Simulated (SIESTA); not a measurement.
The system is MgSe.

```xyz
2
Lattice="0.0000 2.7255 2.7255 2.7255 0.0000 2.7255 2.7255 2.7255 0.0000" Properties=species:S:1:pos:R:3 pbc="T T T"
Se    2.7255    2.7255    2.7255
Mg    0.0000    0.0000    0.0000
```

```yaml
Program: SIESTA 5.4.2
Task: single point
Functional: PBE
Potentials_or_basis: PseudoDojo 0.4 standard (PBE files)
Basis: DZP (energy shift 0.002 Ry)
Grid_cutoff: 800 Ry
Energy_shift: 0.002 Ry
k_mesh: 8 × 8 × 8
Occupations: fermi-dirac, width 0.05 eV
Spin: no spin polarisation
```

On this cell: pressure 4.4 GPa; largest force zero by symmetry; band gap on the k mesh 1.96 eV, indirect (least direct gap 2.63 eV).

The same run follows on a disturbed copy (atoms moved at random, drawn with an rms of 0.05 Å):

```xyz
2
Lattice="0.0000 2.7255 2.7255 2.7255 0.0000 2.7255 2.7255 2.7255 0.0000" Properties=species:S:1:pos:R:3 pbc="T T T"
Se    2.7313    2.6832    2.7022
Mg   -0.0481   -0.0144   -0.0162
```

Q: What does the disturbed cell give?

A: The energy moves by +3.6 meV/atom; pressure 4.5 GPa; largest force 0.224 eV/Å; band gap on the k mesh 1.96 eV, indirect (least direct gap 2.63 eV).

Forces on the atoms (eV/Å):
```
Se  -0.196  0.101  0.025
Mg   0.196 -0.104 -0.030
```

Stress tensor (GPa, compression positive):
```
4.68 0.05 0.02
0.05 4.47 0.01
0.02 0.01 4.31
```

Caveats: semicore shells carry a single zeta, which can move pressures by several GPa and volumes by a few percent; the basis of atomic orbitals isn't converged, which shifts pressures, moduli and gaps.

A k mesh can miss the band edges.
